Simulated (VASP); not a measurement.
# ZnSe (F-43m) in VASP: a series of runs

Runs on ZnSe. Level: PBE. Tasks: relaxation of cell and atoms.

Everything below comes from runs of VASP 6.6.1. Logs are shortened: lines on timing, memory, paths and dates and some standing lists are left out, and cuts for length are marked.

## (1) The crystal as given

It takes space group F-43m (No. 216, cubic). Conventional cell: a = 5.668 Å, b = 5.668 Å, c = 5.668 Å, α = 90.00°, β = 90.00°, γ = 90.00°. Zn (site symmetry -43m) is surrounded by 4 Se at 2.45 Å. Se (site symmetry -43m) has 4 Zn at 2.45 Å as nearest neighbours.

## (2) Relaxation of cell and atoms, PBE

File INCAR:

```
SYSTEM = ZnSe
PREC = Accurate ; ENCUT = 350
EDIFF = 1E-7 ; ISMEAR = 0
SIGMA = 0.02 ; LREAL = .False.
LASPH = .True. ; NELM = 80
ALGO = Normal ; ISIF = 3
LWAVE = .False. ; LCHARG = .False.
GGA = PE ; IBRION = 2
NSW = 80 ; EDIFFG = -0.002
```

File KPOINTS:

```
Automatic mesh
0
Gamma
  10 10 10
  0 0 0
```

File POSCAR:

```
ZnSe
1.0
    0.0000000000      2.8338000000      2.8338000000
    2.8338000000      0.0000000000      2.8338000000
    2.8338000000      2.8338000000      0.0000000000
Zn Se
1 1
Direct
    0.0000000000      0.0000000000      0.0000000000
    0.2500000000      0.2500000000      0.2500000000
```

Potentials or basis: VASP PAW PBE potentials, release 64 (Zn, Se).

Started as:

```sh
$ cat potpaw_PBE.64/Zn/POTCAR potpaw_PBE.64/Se/POTCAR > POTCAR
$ mpirun -np 1 vasp_std > vasp.out
```

OUTCAR:

```text
SYSTEM = ZnSe
   PREC = Accurate
   ENCUT = 350
   EDIFF = 1E-7
   ISMEAR = 0
   LREAL = .False.
   LASPH = .True.
   NELM = 80
   ISIF = 3
   GGA = PE
   IBRION = 2
   NSW = 80
   EDIFFG = -0.002

 ion  position               nearest neighbor table
   1  0.000  0.000  0.000-   2 2.45   2 2.45   2 2.45   2 2.45
   2  0.250  0.250  0.250-   1 2.45   1 2.45   1 2.45   1 2.45

  LATTYP: Found a face centered cubic cell.
 ALAT       =     5.6676000000

  Lattice vectors:

 A1 = (   0.0000000000,   2.8338000000,   2.8338000000)
 A2 = (   2.8338000000,   0.0000000000,   2.8338000000)
 A3 = (   2.8338000000,   2.8338000000,   0.0000000000)

Analysis of symmetry for initial positions (statically):
=====================================================================
 Subroutine PRICEL returns:
 Original cell was already a primitive cell.

 Routine SETGRP: Setting up the symmetry group for a
 face centered cubic supercell.

 Subroutine GETGRP returns: Found 24 space group operations
 (whereof 24 operations were pure point group operations)
 out of a pool of 48 trial point group operations.

The static configuration has the point symmetry T_d .

Analysis of symmetry for dynamics (positions and initial velocities):
=====================================================================
 Subroutine PRICEL returns:
 Original cell was already a primitive cell.

 Routine SETGRP: Setting up the symmetry group for a
 face centered cubic supercell.

 Subroutine GETGRP returns: Found 24 space group operations
 (whereof 24 operations were pure point group operations)
 out of a pool of 48 trial point group operations.

The dynamic configuration has the point symmetry T_d .

 Subroutine INISYM returns: Found 24 space group operations
 (whereof 24 operations are pure point group operations),
 and found     1 'primitive' translations

----------------------------------------------------------------------------------------

                                     Primitive cell

  volume of cell :      45.5132

  direct lattice vectors                    reciprocal lattice vectors
     0.000000000  2.833800000  2.833800000    -0.176441527  0.176441527  0.176441527
     2.833800000  0.000000000  2.833800000     0.176441527 -0.176441527  0.176441527
     2.833800000  2.833800000  0.000000000     0.176441527  0.176441527 -0.176441527

  length of vectors
     4.007598393  4.007598393  4.007598393     0.305605690  0.305605690  0.305605690

  position of ions in fractional coordinates (direct lattice)
     0.000000000  0.000000000  0.000000000
     0.250000000  0.250000000  0.250000000

  ion indices of the primitive-cell ions
   primitive index   ion index
                 1           1
                 2           2

----------------------------------------------------------------------------------------

 KPOINTS: Automatic mesh

Automatic generation of k-mesh.
 Grid dimensions read from file:
 generate k-points for:   10   10   10

 Generating k-lattice:

  Cartesian coordinates                     Fractional coordinates (reciprocal lattice)
    -0.017644153  0.017644153  0.017644153     0.100000000  0.000000000  0.000000000
     0.017644153 -0.017644153  0.017644153     0.000000000  0.100000000  0.000000000
     0.017644153  0.017644153 -0.017644153     0.000000000  0.000000000  0.100000000

  Length of vectors
     0.030560569  0.030560569  0.030560569

  Shift w.r.t. Gamma in fractional coordinates (k-lattice)
     0.000000000  0.000000000  0.000000000

 Subroutine IBZKPT returns following result:
 ===========================================

 Found     47 irreducible k-points:

 Following reciprocal coordinates:
            Coordinates               Weight
  0.000000  0.000000  0.000000      1.000000
  0.100000  0.000000  0.000000      8.000000
  0.200000  0.000000  0.000000      8.000000
  0.300000  0.000000  0.000000      8.000000
  0.400000  0.000000  0.000000      8.000000
  0.500000  0.000000  0.000000      4.000000
[... 16 lines left out ...]
  0.300000  0.300000  0.000000      6.000000
  0.400000  0.300000  0.000000     24.000000
 [... further k-points ...]
   k-points           NKPTS =     47   k-points in BZ     NKDIM =     47   number of bands    NBANDS=     13
   number of dos      NEDOS =    301   number of ions     NIONS =      2
   total plane-waves  NPLWV =  13824
   dimension x,y,z NGX =    24 NGY =   24 NGZ =   24
   dimension x,y,z NGXF=    48 NGYF=   48 NGZF=   48
   ions per type =               1   1
   NGX,Y,Z   is equivalent  to a cutoff of   9.96,  9.96,  9.96 a.u.
   NGXF,Y,Z  is equivalent  to a cutoff of  19.91, 19.91, 19.91 a.u.
 SYSTEM =  ZnSe
   PREC   = accura    normal or accurate (medium, high low for compatibility)
   ISTART =      0    job   : 0-new  1-cont  2-samecut
   ICHARG =      2    charge: 1-file 2-atom 10-const
   ISPIN  =      1    spin polarized calculation?
   LNONCOLLINEAR =      F non collinear calculations
   LSORBIT =      F    spin-orbit coupling
   LASPH  =      T    aspherical Exc in radial PAW
   ENCUT  =  350.0 eV  25.72 Ry    5.07 a.u.   6.11  6.11  6.11*2*pi/ulx,y,z
   NELM   =     80;   NELMIN=  2; NELMDL= -5     # of ELM steps
   EDIFF  = 0.1E-06   stopping-criterion for ELM
   LREAL  =      F    real-space projection
   EDIFFG = -.2E-02   stopping-criterion for IOM
   NSW    =     80    number of steps for IOM
   IBRION =      2    ionic relax: 0-MD 1-quasi-New 2-CG
   NFREE  =      1    steps in history (QN), initial steepest desc. (CG)
   ISIF   =      3    stress and relaxation
   ISYM   =      2    0-nonsym 1-usesym 2-fastsym
   POTIM  = 0.5000    time-step for ionic-motion
   TEBEG  =    0.0;   TEEND  =   0.0 temperature during run
   PSTRESS=    0.0 pullay stress
   NELECT =      18.0000    total number of electrons
   NUPDOWN=      -1.0000    fix difference up-down
   EMIN   =  10.00;   EMAX   =-10.00  energy-range for DOS
   EFERMI =   0.00;   METHOD = LEGACY
   ISMEAR =     0;   SIGMA  =   0.02  broadening in eV -4-tet -1-fermi 0-gaus
   EFERMI_NEDOS =   21; number of points for ismear=-14 and -15
   IALGO  =     38    algorithm
   IMIX   =      4    mixing-type and parameters
     AMIX     =   0.40;   BMIX     =  1.00
     AMIX_MAG =   1.60;   BMIX_MAG =  1.00
  volume/ion in A,a.u.               =      22.76       153.57
  Fermi-wavevector in a.u.,A,eV,Ry     =   1.201673  2.270834 19.647073  1.444019
  Thomas-Fermi vector in A             =   2.337476
   LORBIT       =      0    0 simple, 1 ext, 2 COOP (PROOUT), +10 PAW based schemes
   GGA     = PE    functional components
   LHFCALC =     F    Hartree Fock is set to
   AEXX    =    0.0000 exact exchange contribution
   IVDW    =     0    specifies the selected vdW correction
   LEPSILON=     F    determine dielectric tensor
   LRPA    =     F    only Hartree local field effects (RPA)
 conjugate gradient relaxation of ions
 non-spin polarized calculation
 Gauss-broadening in eV      SIGMA  =   0.02
  energy-cutoff  :      350.00
  volume of cell :       45.51
 maximum number of plane-waves:       692
   NGX = 13   NGY = 13   NGZ = 13

--------------------------------------- Ionic step        1  -------------------------------------------

 number of electron      17.9999994 magnetization

 Free energy of the ion-electron system (eV)
  ---------------------------------------------------
  ext. energy  EPLUGINS =         0.00000000
  ---------------------------------------------------
  free energy    TOTEN  =        -6.01960134 eV

  energy without entropy =       -6.01960134  energy(sigma->0) =       -6.01960134

------------------------ aborting loop because EDIFF is reached ----------------------------------------

  FORCE on cell =-STRESS in cart. coord.  units (eV):
  Direction    XX          YY          ZZ          XY          YZ          ZX
  --------------------------------------------------------------------------------------
  -------------------------------------------------------------------------------------
  Total        0.6039724      0.6039724      0.6039724     -0.0000000     -0.0000000      0.0000000
  in kB       21.2613144     21.2613144     21.2613144     -0.0000000     -0.0000000      0.0000000
  external PRESSURE =      21.2613144 kB  Pullay stress =       0.0000000 kB
[... 57 lines left out ...]
  energy  without entropy=       -6.0292903125  energy(sigma->0) =       -6.02929031

--------------------------------------- Ionic step        3  -------------------------------------------

 number of electron      17.9999946 magnetization

 Free energy of the ion-electron system (eV)
  ---------------------------------------------------
  ext. energy  EPLUGINS =         0.00000000
  ---------------------------------------------------
  free energy    TOTEN  =        -6.02988953 eV

  energy without entropy =       -6.02988953  energy(sigma->0) =       -6.02988953

 E-fermi :   1.4558     XC(G=0):  -9.1647

 val. band max:        1.3231177804   @ k =   0.0000   0.0000   0.0000
 cond. band min:       2.4716227963   @ k =   0.0000   0.0000   0.0000
 fundamental gap:      1.1485050159
 Fermi energy:         1.4557632021

 k-point     1 :       0.0000    0.0000    0.0000
  band No.  band energies     occupation
      1     -11.7219      2.00000
      2      -5.0865      2.00000
      3      -5.0865      2.00000
      4      -5.0865      2.00000
      5      -4.7461      2.00000
      6      -4.7461      2.00000
      7       1.3231      2.00000
      8       1.3231      2.00000
      9       1.3231      2.00000
     10       2.4716      0.00000
     11       7.1297      0.00000
     12       7.1297      0.00000
     13       7.1297      0.00000
[... 353 lines left out ...]
 k-point    24 :       0.4000    0.3000    0.0000
  band No.  band energies     occupation
      1     -10.9603      2.00000
      2      -5.0443      2.00000
      3      -4.9175      2.00000
      4      -4.9067      2.00000
      5      -4.7154      2.00000
      6      -4.7129      2.00000
      7      -2.5840      2.00000
      8      -0.5551      2.00000
      9      -0.3445      2.00000
     10       4.9138      0.00000
     11       5.4306      0.00000
     12       9.4661      0.00000
     13      10.3969      0.00000

 [... further k-points ...]

------------------------ aborting loop because EDIFF is reached ----------------------------------------

  FORCE on cell =-STRESS in cart. coord.  units (eV):
  Direction    XX          YY          ZZ          XY          YZ          ZX
  --------------------------------------------------------------------------------------
  -------------------------------------------------------------------------------------
  Total        0.0031135      0.0031135      0.0031135      0.0000000      0.0000000     -0.0000000
  in kB        0.1058616      0.1058616      0.1058616      0.0000000      0.0000000     -0.0000000
  external PRESSURE =       0.1058616 kB  Pullay stress =       0.0000000 kB
[... 17 lines left out ...]
  FREE ENERGIE OF THE ION-ELECTRON SYSTEM (eV)
  ---------------------------------------------------
  free  energy   TOTEN  =        -6.0298895323 eV

  energy  without entropy=       -6.0298895323  energy(sigma->0) =       -6.02988953

 reached required accuracy - stopping structural energy minimisation
```

Wall time 46 s (1 thread of Intel Xeon Platinum 8488C (Sapphire Rapids), shared host); peak memory 0.15 GiB.

What came out:

```yaml
Free_energy: -6.0299 eV
Relaxed_volume: 23.56 Å³/atom
Relaxed_cell: a = 4.054 Å, b = 4.054 Å, c = 4.054 Å, α = 60.00°, β = 60.00°, γ = 60.00°
Space_group_after_relaxing_to_0.05_Å: F-43m (No. 216)
Energy_gained_by_relaxing: 5.1 meV/atom
Ionic_steps: 3
Pressure_after_relaxing: 0.0 GPa
Band_gap_on_the_k_mesh: 1.15 eV, direct
```

The path:
| step | energy change (eV) | largest force (eV/Å) | pressure (GPa) | volume (Å³) |
| --- | --- | --- | --- | --- |
| 1 | 0.0000 | 0.0000 | 2.13 | 45.51 |
| 2 | -0.0097 | 0.0000 | -0.46 | 47.53 |
| 3 | -0.0103 | 0.0000 | 0.01 | 47.12 |

Final structure:
```
Zn Se
1.0
     0.00000    2.86681    2.86681
     2.86681    0.00000    2.86681
     2.86681    2.86681    0.00000
Zn Se
1 1
Direct
  0.00000 0.00000 0.00000
  0.25000 0.25000 0.25000
```

Levels at points of the mesh, in eV from the valence-band top:
| k point | band 7 | band 8 | band 9 | band 10 | band 11 | band 12 |
| --- | --- | --- | --- | --- | --- | --- |
| (0.00, 0.00, 0.00) | 0.00 | 0.00 | 0.00 | 1.15 | 5.81 | 5.81 |
| (0.50, 0.00, 0.00) | -5.01 | -0.82 | -0.82 | 2.48 | 6.38 | 6.38 |
| (0.50, 0.50, 0.00) | -4.60 | -2.07 | -2.07 | 3.06 | 3.45 | 10.49 |

Expect the measured gap to be larger: semilocal functionals such as PBE lack the derivative discontinuity. PBE usually gives volumes a little too large and moduli too small.

## (3) Relaxation of cell and atoms, PBE

This run uses another cell than the first one, of 23.56 Å³/atom, 1.035 times its volume.

INCAR is that of step 2.

KPOINTS is that of step 2.

File POSCAR:

```
ZnSe                                    
1.0
   -0.0000000000      2.8668085807      2.8668085807
    2.8668085807      0.0000000000      2.8668085807
    2.8668085807      2.8668085807      0.0000000000
  Zn              Se            
     1     1
Direct
     0.0000000000000000    0.0000000000000000    0.0000000000000000
     0.2500000000000000    0.2500000000000000    0.2500000000000000
```

Potentials or basis: VASP PAW PBE potentials, release 64 (Zn, Se).

Started as:

```sh
$ cat potpaw_PBE.64/Zn/POTCAR potpaw_PBE.64/Se/POTCAR > POTCAR
$ mpirun -np 1 vasp_std > vasp.out
```

OUTCAR:

```text
SYSTEM = ZnSe
   PREC = Accurate
   ENCUT = 350
   EDIFF = 1E-7
   ISMEAR = 0
   LREAL = .False.
   LASPH = .True.
   NELM = 80
   ISIF = 3
   GGA = PE
   IBRION = 2
   NSW = 80
   EDIFFG = -0.002

 ion  position               nearest neighbor table
   1  0.000  0.000  0.000-   2 2.48   2 2.48   2 2.48   2 2.48
   2  0.250  0.250  0.250-   1 2.48   1 2.48   1 2.48   1 2.48

  LATTYP: Found a face centered cubic cell.
 ALAT       =     5.7336171614

  Lattice vectors:

 A1 = (   0.0000000000,   2.8668085807,   2.8668085807)
 A2 = (   2.8668085807,   0.0000000000,   2.8668085807)
 A3 = (   2.8668085807,   2.8668085807,   0.0000000000)

Analysis of symmetry for initial positions (statically):
=====================================================================
 Subroutine PRICEL returns:
 Original cell was already a primitive cell.

 Routine SETGRP: Setting up the symmetry group for a
 face centered cubic supercell.

 Subroutine GETGRP returns: Found 24 space group operations
 (whereof 24 operations were pure point group operations)
 out of a pool of 48 trial point group operations.

[... 227 lines left out ...]
      7       1.3254      2.00000
      8       1.3254      2.00000
      9       1.3254      2.00000
     10       2.4756      0.00000
     11       7.1323      0.00000
     12       7.1323      0.00000
     13       7.1323      0.00000
[... 354 lines left out ...]
  band No.  band energies     occupation
      1     -10.9591      2.00000
      2      -5.0450      2.00000
      3      -4.9182      2.00000
      4      -4.9075      2.00000
      5      -4.7161      2.00000
      6      -4.7135      2.00000
      7      -2.5827      2.00000
      8      -0.5536      2.00000
      9      -0.3429      2.00000
     10       4.9162      0.00000
     11       5.4336      0.00000
     12       9.4697      0.00000
     13      10.4008      0.00000

 [... further k-points ...]

------------------------ aborting loop because EDIFF is reached ----------------------------------------

  FORCE on cell =-STRESS in cart. coord.  units (eV):
  Direction    XX          YY          ZZ          XY          YZ          ZX
  --------------------------------------------------------------------------------------
  -------------------------------------------------------------------------------------
  Total        0.0000826      0.0000826      0.0000826      0.0000000     -0.0000000     -0.0000000
  in kB        0.0028097      0.0028097      0.0028097      0.0000000     -0.0000000     -0.0000000
  external PRESSURE =       0.0028097 kB  Pullay stress =       0.0000000 kB

 VOLUME and BASIS-vectors are now :
 -----------------------------------------------------------------------------
  energy-cutoff  :      350.00
  volume of cell :       47.11
      direct lattice vectors                 reciprocal lattice vectors
    -0.000000000  2.866495214  2.866495214    -0.174429037  0.174429037  0.174429037
     2.866495214  0.000000000  2.866495214     0.174429037 -0.174429037  0.174429037
     2.866495214  2.866495214  0.000000000     0.174429037  0.174429037 -0.174429037

 POSITION                                       TOTAL-FORCE (eV/Angst)
 -----------------------------------------------------------------------------------
      2.86650      2.86650      5.73299         0.000000      0.000000      0.000000
      1.43325      1.43325      1.43325        -0.000000     -0.000000     -0.000000
 -----------------------------------------------------------------------------------
    total drift:                               -0.000001     -0.000001     -0.000001

  FREE ENERGIE OF THE ION-ELECTRON SYSTEM (eV)
  ---------------------------------------------------
  free  energy   TOTEN  =        -6.0318157910 eV

  energy  without entropy=       -6.0318157910  energy(sigma->0) =       -6.03181579

 reached required accuracy - stopping structural energy minimisation
```

OSZICAR:

```text
N       E                     dE             d eps       ncg     rms          rms(c)
DAV:   1     0.728533074575E+02    0.72853E+02   -0.72926E+03  1230   0.118E+03
DAV:   2    -0.183940193086E+01   -0.74693E+02   -0.71302E+02  1357   0.232E+02
DAV:   3    -0.628290693289E+01   -0.44435E+01   -0.44259E+01  1417   0.604E+01
DAV:   4    -0.632026332236E+01   -0.37356E-01   -0.37350E-01  1362   0.604E+00
[... 11 lines left out ...]
DAV:   1    -0.603183552666E+01   -0.21814E-04   -0.27010E-04  1477   0.345E-01    0.319E-02
DAV:   2    -0.603181800221E+01    0.17524E-04   -0.64180E-05  1457   0.219E-01    0.116E-02
DAV:   3    -0.603181615452E+01    0.18477E-05   -0.21099E-06  1307   0.123E-02    0.557E-03
DAV:   4    -0.603181581726E+01    0.33726E-06   -0.31088E-07  1302   0.654E-03    0.216E-03
DAV:   5    -0.603181579104E+01    0.26220E-07   -0.52092E-08   636   0.520E-03
   2 F= -.60318158E+01 E0= -.60318158E+01  d E =-.205505E-05
```

CONTCAR:

```text
ZnSe
   1.00000000000000
    -0.0000000000000000    2.8664952139725957    2.8664952139725957
     2.8664952139725957    0.0000000000000000    2.8664952139725957
     2.8664952139725957    2.8664952139725957    0.0000000000000000
  Zn              Se
     1     1
Direct
     1.0000000000000000    1.0000000000000000    0.0000000000000000
     0.2500000000000000    0.2500000000000000    0.2500000000000000

  0.00000000E+00  0.00000000E+00  0.00000000E+00
  0.00000000E+00  0.00000000E+00  0.00000000E+00
```

Wall time 37 s (1 thread of Intel Xeon Platinum 8488C (Sapphire Rapids), shared host); peak memory 0.16 GiB.

Results:

| Quantity | Value |
| --- | --- |
| Free energy | -6.0318 eV |
| Relaxed volume | 23.55 Å³/atom |
| Relaxed cell | a = 4.054 Å, b = 4.054 Å, c = 4.054 Å, α = 60.00°, β = 60.00°, γ = 60.00° |
| Space group after relaxing (to 0.05 Å) | F-43m (No. 216) |
| Energy gained by relaxing | 0.0 meV/atom |
| Ionic steps | 2 |
| Pressure after relaxing | 0.0 GPa |
| Band gap on the k mesh | 1.15 eV, direct |

Final structure:
```
Zn Se
1.0
     0.00000    2.86650    2.86650
     2.86650    0.00000    2.86650
     2.86650    2.86650    0.00000
Zn Se
1 1
Direct
  0.00000 0.00000 0.00000
  0.25000 0.25000 0.25000
```
